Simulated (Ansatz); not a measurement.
**Relaxing barium (beta-Sn type)**

The calculation used Ansatz, DFT, PBE, plane waves (420 eV) with PAW, scalar-relativistic.

k-point mesh 8×8×6, Fermi-Dirac smearing 0.1 eV, no spin polarisation. Cell and atoms relax.

Starting structure:

```yaml
crystal:
  lattice:
    - [-3.9169578005, 3.9169578005, 2.1386589591]
    - [3.9169578005, -3.9169578005, 2.1386589591]
    - [3.9169578005, 3.9169578005, -2.1386589591]
  atoms:
    - { symbol: Ba, position: [0.0, 0.0, 0.0] }
    - { symbol: Ba, position: [0.75, 0.25, 0.5] }
hamiltonian:
  xc: pbe
  pseudopotentials:
    kind: paw
    azcp:
      Ba: "pseudopotentials/Ba.paw.azcp"
basis:
  ecutwfc: 420
  fft_grid_basis: typed
kpoints:
  mp_grid: { grid: [8, 8, 6], shift: [0, 0, 0] }
magnetization:
  spin_polarized: false
scf:
  occupations: { method: fermi_dirac, width: 0.1 }
relax:
  max_steps: 60
  f_tol: 0.01
  cell: {}
```

Q: What cell does the relaxation end in?

A: I4_1/amd with a = 7.651 Å, c = 4.141 Å (c/a = 0.541); 60.60 Å³ per atom against 65.63 at the start (-7.7 %).

Q: How much energy does the relaxation gain?

A: 9.0 meV per atom.

The k-point mesh keeps fewer symmetry operations than the starting structure has, so the cell can leave it.
